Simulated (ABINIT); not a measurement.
Runs of ABINIT 10.8.3 (patched build) on ZnS. The structure is cubic, space group F-43m (No. 216). Conventional cell: a = 5.404 Å, b = 5.404 Å, c = 5.404 Å, α = 90.00°, β = 90.00°, γ = 90.00°. Zn (site symmetry -43m) has 4 S at 2.34 Å as nearest neighbours. Around S (site symmetry -43m) lie 4 Zn at 2.34 Å. 

| level | V0 of scaled cells (Å³/atom) | B0 (GPa) |
| --- | --- | --- |
| PBE+D3 | 19.46 | (c) |
| PBE | (b) | 70 |
| PBE+D2 | (a) | 76 |
| PBE+D3(BJ) | 19.41 | 77 |

Alike in all rows: task equation of state; potentials or basis JTH PAW PBE v2.0; no spin polarisation; cell as given; k mesh 9 × 9 × 9; cutoff (eV) 599; smearing fermi-dirac 0.05 eV.

Question: Fill in the values left out.

Answer: (a) 19.30; (b) 20.15; (c) 80.

Caveats: pressures at fixed basis lie under the slope of the energies.
